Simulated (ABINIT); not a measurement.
The system is InP.

```
In P
1.0
     0.00000    2.93050    2.93050
     2.93050    0.00000    2.93050
     2.93050    2.93050    0.00000
In P
1 1
Direct
  0.00000 0.00000 0.00000
  0.75000 0.75000 0.75000
```

Program: ABINIT 10.8.3 (patched build). Alike in all runs: no spin polarisation; cell as given; smearing fermi-dirac 0.05 eV.

Problem. Order these runs on this cell by their band gap on the k mesh, lowest first.
A. level TB-mBJ; potentials or basis JTH PAW LDA v2.0; k mesh 8 × 8 × 8; cutoff (eV) 707; fine-grid cutoff 1306.15 eV; mesh quality not flagged
B. level r2SCAN; potentials or basis JTH PAW PBE v2.0; k mesh 10 × 10 × 10; cutoff (eV) 653; fine-grid cutoff 1251.72 eV; mesh quality not flagged
C. level LDA; potentials or basis JTH PAW LDA v2.0; k mesh 3 × 3 × 3; cutoff (eV) 544; fine-grid cutoff 1088.46 eV; mesh quality coarse

Solution. C (0.41 eV), B (1.13 eV), A (1.56 eV).

Caveats: some runs use coarse meshes; spin-orbit coupling is left out, which moves the levels of the heavy elements; an odd mesh through Γ misses points on the zone boundary, where band edges often lie (some runs); the constant c of TB-mBJ comes from the pseudo density here, which moves gaps by up to 0.3 eV between sets of potentials (some runs).

Not every run made on this cell is shown here.
